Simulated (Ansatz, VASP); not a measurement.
**Ir in VASP and in Ansatz**

```
Ir
1.0
     3.68316    0.00000    0.00000
    -1.84158    3.18971    0.00000
     0.00000    0.00000    4.23293
Ir
3
Direct
  0.33333 0.00000 0.33333
  0.00000 0.33333 0.66667
  0.66667 0.66667 0.00000
```

Alike in both runs: functional r2SCAN; k mesh 6 × 6 × 4; occupations gaussian, width 0.1 eV; no spin polarisation.

Ansatz relaxed the structure, and its values are those at the end. VASP's run is a single point on that final structure, the one shown.

|  | VASP | Ansatz |
| --- | --- | --- |
| version | VASP 6.6.1 | Ansatz 0.2.0 |
| potentials or method | VASP PAW PBE potentials, release 64 (Ir) | scalar-relativistic, plane waves, PAW |
| plane-wave cutoff (eV) | 520 | 500 |
| valence electrons in the cell | 27 | 51 |

VASP gave:

* gap on the k mesh at the Fermi level (eV): none
* pressure (GPa): 1.4

Estimate Ansatz's values.

gap on the k mesh at the Fermi level (eV): none; pressure (GPa): -0.2.

A gap of «none» marks a metal or a gap that the smearing closes. The two sets of potentials don't hold the same shells in valence.

Caveats: the k mesh is coarse (spacing up to 0.37 Å⁻¹), so the values aren't converged; the PAW data sets were made with another functional, which shifts forces and pressure a little (VASP). The runs have no spin-orbit coupling, so splittings on Ir are missing.
